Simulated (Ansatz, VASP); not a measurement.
# MnO in VASP and in Ansatz

```
CELL_PARAMETERS angstrom
0.00000 2.22391 2.22391
2.22391 0.00000 2.22391
2.22391 2.22391 0.00000
ATOMIC_POSITIONS crystal
Mn 0.00000 0.00000 0.00000
O 0.50000 0.50000 0.50000
```

The cell is a database's computed one.

Alike in both runs: functional r2SCAN; k mesh 10 × 10 × 10; occupations fermi-dirac, width 0.05 eV; collinear spin.

|  | VASP | Ansatz |
| --- | --- | --- |
| version | VASP 6.6.1 | Ansatz 0.2.0 |
| potentials or method | VASP PAW PBE potentials, release 64 (Mn_pv, O) | Ansatz PAW |
| plane-wave cutoff (eV) | 520 | 500 |
| valence electrons in the cell | 19 | 21 |
| task | single point | band structure |

|  | VASP | Ansatz | Ansatz less VASP |
| --- | --- | --- | --- |
| gap on the k mesh at the Fermi level (eV) | none | none | - |
| pressure (GPa) | 0.4 | 0.3 | -0.18 |
| net moment per atom (μB) | 2.50 | 2.50 | 0.000 |
| size of the moment on the site where the two differ most (μB) | 4.54 | 4.26 | -0.278 |

Site moments also hang on the region over which each program counts them. A gap of «none» marks a metal or a gap that the smearing closes. The two sets of potentials don't hold the same shells in valence.

Caveats: a cell with one magnetic atom can't hold antiferromagnetic order, which such compounds often take; semilocal functionals often make such compounds metallic where correlation or magnetic order opens a gap, which also shifts bond lengths; the PAW data sets were made with another functional, which shifts forces and pressure a little (VASP); the magnetic or orbital state may not be the lowest (Ansatz); the PAW data sets come from PBE, with cores solved anew for the run's functional, which leaves a small shift of forces and pressure (Ansatz).
